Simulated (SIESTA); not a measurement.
# NiO in SIESTA: the effect of basis

Crystal: NiO.

```
Ni O
1.0
     0.00000    2.08590    2.08590
     2.08590    0.00000    2.08590
     2.08590    2.08590    0.00000
Ni O
1 1
Cartesian
  0.0000 0.0000 0.0000
  2.0859 2.0859 2.0859
```

Alike in all runs:

```yaml
Program: SIESTA 5.4.2
Task: band structure
Functional: PBEsol
Potentials_or_basis: PseudoDojo 0.4 standard (PBEsol files)
Grid_cutoff: 800 Ry
Energy_shift: 0.003 Ry
k_mesh: 11 × 11 × 11
Occupations: fermi-dirac, width 0.05 eV
Spin: collinear spin, ferromagnetic start
Starting_moments: "[1.0, 0.0] μB"
```

```tsv
basis	pressure (GPa)	moment (μB)
SZ	-3.9	0.30
SZP	-0.1	1.30
DZ	-10.6	1.50
DZP	-6.7	1.43
TZP	?	?
```

**Question.** What does the run with basis TZP give?

**Answer.** Pressure -7.7 GPa; moment 1.44 μB.

Caveats: short orbitals over semicore shells can move pressures by several GPa; the basis of atomic orbitals isn't converged, which shifts pressures, moduli and gaps; a cell with one magnetic atom can't hold antiferromagnetic order, which such compounds often take (some runs); the basis has no polarisation orbitals (some runs).
